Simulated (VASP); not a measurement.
# Na (I4/mmm) in VASP: further runs

The runs below take Na through single point, with PBE.

Program: VASP 6.6.1. These are calculated values, not measurements. Logs are shortened: lines on timing, memory, paths and dates and some standing lists are left out, and cuts for length are marked.

## (1) Starting point

It takes space group I4/mmm (No. 139, tetragonal). The conventional cell has a = 3.777 Å, b = 3.777 Å, c = 5.275 Å, α = 90.00°, β = 90.00°, γ = 90.00°. Na (site symmetry 4/mmm) is surrounded by 12 Na at 3.75 to 3.78 Å.

This isn't the form of Na at room conditions, which is bcc.

## (2) Single point, PBE

INCAR

```
PREC = Accurate
ENCUT = 520
EDIFF = 1E-6
ISMEAR = 1
SIGMA = 0.1
LREAL = F
LASPH = T
NELM = 100
ALGO = Normal
ISIF = 2
LWAVE = F
LCHARG = F
GGA = PE
NBANDS = 10
ADDGRID = F
```

KPOINTS

```
Automatic mesh
0
Gamma
  9 9 9
```

POSCAR

```
Na
1.0
   -1.8882910800      1.8882910800      2.6372766800
    1.8882910800     -1.8882910800      2.6372766800
    1.8882910800      1.8882910800     -2.6372766800
Na
1
Direct
    0.0000000000      0.0000000000      0.0000000000
```

Potentials or basis: VASP PAW PBE potentials, release 64 (Na_pv).

Command:

```bash
$ cat potpaw_PBE.64/Na_pv/POTCAR > POTCAR
$ mpirun -np 1 vasp_std > vasp.out
```

OUTCAR:

```text
PREC = Accurate
   ENCUT = 520
   EDIFF = 1E-6
   ISMEAR = 1
   LREAL = F
   LASPH = T
   NELM = 100
   ISIF = 2
   GGA = PE

 Found     75 irreducible k-points:

 Following reciprocal coordinates:
            Coordinates               Weight
  0.000000  0.000000  0.000000      1.000000
  0.111111 -0.000000  0.000000      8.000000
  0.222222 -0.000000  0.000000      8.000000
  0.333333 -0.000000  0.000000      8.000000
  0.444444 -0.000000  0.000000      8.000000
  0.111111  0.111111  0.000000      8.000000
   k-points           NKPTS =     75   k-points in BZ     NKDIM =     75   number of bands    NBANDS=     10
   number of dos      NEDOS =    301   number of ions     NIONS =      1
   total plane-waves  NPLWV =  21952
   dimension x,y,z NGX =    28 NGY =   28 NGZ =   28
   dimension x,y,z NGXF=    56 NGYF=   56 NGZF=   56
   ions per type =               1
   NGX,Y,Z   is equivalent  to a cutoff of  12.40, 12.40, 12.40 a.u.
   NGXF,Y,Z  is equivalent  to a cutoff of  24.80, 24.80, 24.80 a.u.
 SYSTEM =  unknown system
   PREC   = accura    normal or accurate (medium, high low for compatibility)
   ISTART =      0    job   : 0-new  1-cont  2-samecut
   ICHARG =      2    charge: 1-file 2-atom 10-const
   ISPIN  =      1    spin polarized calculation?
   LNONCOLLINEAR =      F non collinear calculations
   LSORBIT =      F    spin-orbit coupling
   LASPH  =      T    aspherical Exc in radial PAW
   ENCUT  =  520.0 eV  38.22 Ry    6.18 a.u.   6.98  6.98  6.98*2*pi/ulx,y,z
   NELM   =    100;   NELMIN=  2; NELMDL= -5     # of ELM steps
   EDIFF  = 0.1E-05   stopping-criterion for ELM
   LREAL  =      F    real-space projection
   EDIFFG = 0.1E-04   stopping-criterion for IOM
   NSW    =      0    number of steps for IOM
   IBRION =     -1    ionic relax: 0-MD 1-quasi-New 2-CG
   NFREE  =      0    steps in history (QN), initial steepest desc. (CG)
   ISIF   =      2    stress and relaxation
   ISYM   =      2    0-nonsym 1-usesym 2-fastsym
   POTIM  = 0.5000    time-step for ionic-motion
   TEBEG  =    0.0;   TEEND  =   0.0 temperature during run
   PSTRESS=    0.0 pullay stress
   NELECT =       7.0000    total number of electrons
   NUPDOWN=      -1.0000    fix difference up-down
   EMIN   =  10.00;   EMAX   =-10.00  energy-range for DOS
   EFERMI =   0.00;   METHOD = LEGACY
   ISMEAR =     1;   SIGMA  =   0.10  broadening in eV -4-tet -1-fermi 0-gaus
   EFERMI_NEDOS =   21; number of points for ismear=-14 and -15
   IALGO  =     38    algorithm
   IMIX   =      4    mixing-type and parameters
     AMIX     =   0.40;   BMIX     =  1.00
     AMIX_MAG =   1.60;   BMIX_MAG =  1.00
  volume/ion in A,a.u.               =      37.61       253.83
  Fermi-wavevector in a.u.,A,eV,Ry     =   0.934666  1.766262 11.886050  0.873600
  Thomas-Fermi vector in A             =   2.061494
   LORBIT       =      0    0 simple, 1 ext, 2 COOP (PROOUT), +10 PAW based schemes
   GGA     = PE    functional components
   LHFCALC =     F    Hartree Fock is set to
   AEXX    =    0.0000 exact exchange contribution
   IVDW    =     0    specifies the selected vdW correction
   LEPSILON=     F    determine dielectric tensor
   LRPA    =     F    only Hartree local field effects (RPA)
 non-spin polarized calculation
 Methfessel and Paxton  Order N= 1 SIGMA  =   0.10
  energy-cutoff  :      520.00
  volume of cell :       37.61
 maximum number of plane-waves:      1024
   NGX = 13   NGY = 13   NGZ = 13

 number of electron       6.9999993 magnetization

 Free energy of the ion-electron system (eV)
  ---------------------------------------------------
  ext. energy  EPLUGINS =         0.00000000
  ---------------------------------------------------
  free energy    TOTEN  =        -1.30820078 eV

  energy without entropy =       -1.30665988  energy(sigma->0) =       -1.30768715

 E-fermi :   0.3897     XC(G=0):  -6.4641

 val. band max:        0.3678294094   @ k =  -0.4444   0.3333  -0.0000
 cond. band min:       0.4035134048   @ k =   0.3333   0.2222   0.0000
 fundamental gap:      0.0356839954
 Fermi energy:         0.3897250323

 k-point     1 :       0.0000    0.0000    0.0000
  band No.  band energies     occupation
      1     -24.6218      2.00000
      2     -24.6213      2.00000
      3     -24.6213      2.00000
      4      -2.9614      2.00000
      5      11.2803      0.00000
      6      11.2803      0.00000
      7      11.3225      0.00000
      8      12.3822      0.00000
      9      12.8246      0.00000
     10      12.8249      0.00000

 k-point     2 :       0.1111   -0.0000    0.0000
  band No.  band energies     occupation
      1     -24.6254      2.00000
      2     -24.6221      2.00000
      3     -24.6218      2.00000
      4      -2.7580      2.00000
      5       9.0136      0.00000
      6      10.9107      0.00000
      7      10.9635      0.00000
      8      12.2544      0.00000
      9      13.4861      0.00000
     10      13.5055      0.00000

 k-point     3 :       0.2222   -0.0000    0.0000
  band No.  band energies     occupation
      1     -24.6352      2.00000
      2     -24.6234      2.00000
      3     -24.6233      2.00000
      4      -2.1526      2.00000
      5       6.3799      0.00000
      6      10.4618      0.00000
      7      10.5508      0.00000
      8      11.7310      0.00000
      9      13.1092      0.00000
     10      13.3485      0.00000

 k-point     4 :       0.3333   -0.0000    0.0000
  band No.  band energies     occupation
      1     -24.6464      2.00000
      2     -24.6250      2.00000
      3     -24.6248      2.00000
      4      -1.1588      2.00000
      5       4.0093      0.00000
      6      10.2461      0.00000
      7      10.3710      0.00000
      8      11.4465      0.00000
      9      12.0218      0.00000
     10      12.2455      0.00000

 k-point     5 :       0.4444   -0.0000    0.0000
  band No.  band energies     occupation
      1     -24.6536      2.00000
      2     -24.6261      2.00000
      3     -24.6258      2.00000
      4       0.1962      2.01958
      5       1.9642     -0.00000
      6      10.2415      0.00000
      7      10.3998      0.00000
      8      11.3428      0.00000
      9      11.3620      0.00000
     10      11.6155      0.00000

 k-point     6 :       0.1111    0.1111    0.0000
  band No.  band energies     occupation
      1     -24.6304      2.00000
      2     -24.6242      2.00000
      3     -24.6223      2.00000
      4      -2.4185      2.00000
      5       7.9171      0.00000
      6       8.7900      0.00000
      7      11.8189      0.00000
      8      12.7031      0.00000
      9      13.0970      0.00000
     10      13.2994      0.00000

 [... further k-points ...]

------------------------ aborting loop because EDIFF is reached ----------------------------------------

  FORCE on cell =-STRESS in cart. coord.  units (eV):
  Direction    XX          YY          ZZ          XY          YZ          ZX
  --------------------------------------------------------------------------------------
  -------------------------------------------------------------------------------------
  Total       -0.0061734     -0.0061734     -0.0861890      0.0000000      0.0000000      0.0000000
  in kB       -0.2629545     -0.2629545     -3.6712071      0.0000000      0.0000000      0.0000000
  external PRESSURE =      -1.3990387 kB  Pullay stress =       0.0000000 kB

 VOLUME and BASIS-vectors are now :
 -----------------------------------------------------------------------------
  energy-cutoff  :      520.00
  volume of cell :       37.61
      direct lattice vectors                 reciprocal lattice vectors
    -1.888291080  1.888291080  2.637276680     0.000000000  0.264789685  0.189589512
     1.888291080 -1.888291080  2.637276680     0.264789685  0.000000000  0.189589512
     1.888291080  1.888291080 -2.637276680     0.264789685  0.264789685  0.000000000

 POSITION                                       TOTAL-FORCE (eV/Angst)
 -----------------------------------------------------------------------------------
      0.00000      0.00000      0.00000        -0.000000      0.000000      0.000000
 -----------------------------------------------------------------------------------
    total drift:                                0.000000      0.000000      0.000000

  FREE ENERGIE OF THE ION-ELECTRON SYSTEM (eV)
  ---------------------------------------------------
  free  energy   TOTEN  =        -1.3082007767 eV

  energy  without entropy=       -1.3066598831  energy(sigma->0) =       -1.30768715
```

It took 9.2 s on 1 thread of AMD EPYC 9R45 (Zen 5), shared host; peak memory 0.13 GiB.

These settings aren't checked as converged: the numbers below hold their error.

Results:

```
Free energy            : -1.3082 eV
Pressure               : -0.1 GPa
Band gap on the k mesh : none (metal or under the smearing width)
```

## (3) Single point, PBE

INCAR, as its differences from that of step 2:

```diff
@@ -1,3 +1,3 @@
 PREC = Accurate
-ENCUT = 520
+ENCUT = 460
 EDIFF = 1E-6
```

KPOINTS

```
Automatic mesh
0
Gamma
  10 10 10
```

POSCAR is that of step 2.

Potentials or basis: VASP PAW PBE potentials, release 64 (Na_pv).

Command:

```bash
$ cat potpaw_PBE.64/Na_pv/POTCAR > POTCAR
$ mpirun -np 1 vasp_std > vasp.out
```

Wall time 12 s (1 thread of AMD EPYC 9R45 (Zen 5), shared host); peak memory 0.13 GiB.

These settings aren't checked as converged: the numbers below hold their error.

What came out:

* Free energy: -1.3105 eV
* Pressure: -0.2 GPa
* Band gap on the k mesh: none (metal or under the smearing width)

## (4) Single point, PBE

INCAR, as its differences from that of step 3:

```diff
@@ -4,3 +4,3 @@
 ISMEAR = 1
-SIGMA = 0.1
+SIGMA = 0.4
 LREAL = F
```

KPOINTS is that of step 3.

POSCAR is that of step 3.

Command:

```bash
$ cat potpaw_PBE.64/Na_pv/POTCAR > POTCAR
$ mpirun -np 1 vasp_std > vasp.out
```

Wall time 12 s (1 thread of AMD EPYC 9R45 (Zen 5), shared host); peak memory 0.13 GiB.

These settings aren't checked as converged: the numbers below hold their error.

What came out:

* Free energy: -1.3124 eV
* Pressure: -0.2 GPa
* Band gap on the k mesh: none (metal or under the smearing width)

## (5) Single point, PBE

INCAR, as its differences from that of step 4:

```diff
@@ -4,3 +4,3 @@
 ISMEAR = 1
-SIGMA = 0.4
+SIGMA = 0.2
 LREAL = F
```

KPOINTS is that of step 4.

POSCAR is that of step 4.

Command:

```bash
$ cat potpaw_PBE.64/Na_pv/POTCAR > POTCAR
$ mpirun -np 1 vasp_std > vasp.out
```

Wall time 12 s (1 thread of AMD EPYC 9R45 (Zen 5), shared host); peak memory 0.13 GiB.

The run converged, but some of its settings lie outside the range that counts as converged, so its numbers aren't taken as properties of the crystal.

Results:

* Free energy: -1.3117 eV
* Pressure: -0.2 GPa
* Band gap on the k mesh: none (metal or under the smearing width)

## (6) The reference run

An earlier run on the cell as given: functional PBE; potentials or basis VASP PAW PBE potentials, release 64 (Na_pv); cutoff 520 eV; k mesh 10 × 10 × 10; occupations fermi-dirac, width 0.05 eV; no spin polarisation.

* Pressure: -0.1 GPa
* Band gap on the k mesh: none (metal or under the smearing width)
